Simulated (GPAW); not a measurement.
Crystal: LiCl.

```
Cl Li
1.0
     0.00000    2.56477    2.56477
     2.56477    0.00000    2.56477
     2.56477    2.56477    0.00000
Cl Li
1 1
Cartesian
  2.5648 2.5648 2.5648
  0.0000 0.0000 0.0000
```

```yaml
Program: GPAW 26.7.0
Task: relaxation of cell and atoms
Functional: PBEsol
Dispersion: D4
Potentials_or_basis: PAW data sets generated in the run's folder for this functional
Cutoff: 800 eV
Basis: pw
k_mesh: 9 × 9 × 9
Occupations: fermi-dirac, width 0.05 eV
Spin: no spin polarisation
```

At the start: pressure -1.8 GPa; volume 16.87 Å³/atom.

Where does the relaxation end?

Over 3 steps the energy falls by 5.0 meV/atom and the volume is 15.92 Å³/atom (-5.6 %); space group Fm-3m (No. 225, to 0.05 Å).

The path:
```
step  energy change (eV)  largest force (eV/Å)  pressure (GPa)  volume (Å³)
   1              0.0000                0.0000           -1.78        33.74
   2             -0.0014                0.0000           -1.66        33.61
   3             -0.0101                0.0000            0.13        31.84
```

Final structure:
```
CELL_PARAMETERS angstrom
0.00000 2.51554 2.51554
2.51554 0.00000 2.51554
2.51554 2.51554 0.00000
ATOMIC_POSITIONS crystal
Cl 0.50000 0.50000 0.50000
Li 0.00000 0.00000 0.00000
```

Caveat: later steps reuse the first step's grids.
